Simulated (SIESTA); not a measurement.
Crystal: Hf.

```
Hf
1.0
     3.19670    0.00000    0.00000
    -1.59835    2.76842    0.00000
     0.00000    0.00000    5.05780
Hf
2
Cartesian
  1.5984 0.9228 3.7934
  0.0000 1.8456 1.2645
```

Base run:

```yaml
Program: SIESTA 5.4.2
Functional: PBEsol
Potentials_or_basis: PseudoDojo 0.4 standard (PBEsol files)
Basis: DZP (energy shift 0.003 Ry; two zetas on semicore shells)
Grid_cutoff: 800 Ry
Energy_shift: 0.003 Ry
k_mesh: 10 × 10 × 5
Occupations: fermi-dirac, width 0.05 eV
Spin: no spin polarisation
```

Its results: band gap on the k mesh none (metal or under the smearing width); pressure -3.5 GPa.

Problem. The run is repeated on the same cell with these changes: functional from PBEsol to PBE; potentials or basis from PseudoDojo 0.4 standard (PBEsol files) to PseudoDojo 0.4 standard (PBE files). What comes out?

Solution. Band gap on the k mesh none (metal or under the smearing width); pressure 1.1 GPa.

Caveats: short orbitals over semicore shells can move pressures by several GPa; the basis of atomic orbitals isn't converged, which shifts pressures, moduli and gaps.

Not every run made on this cell is shown here.
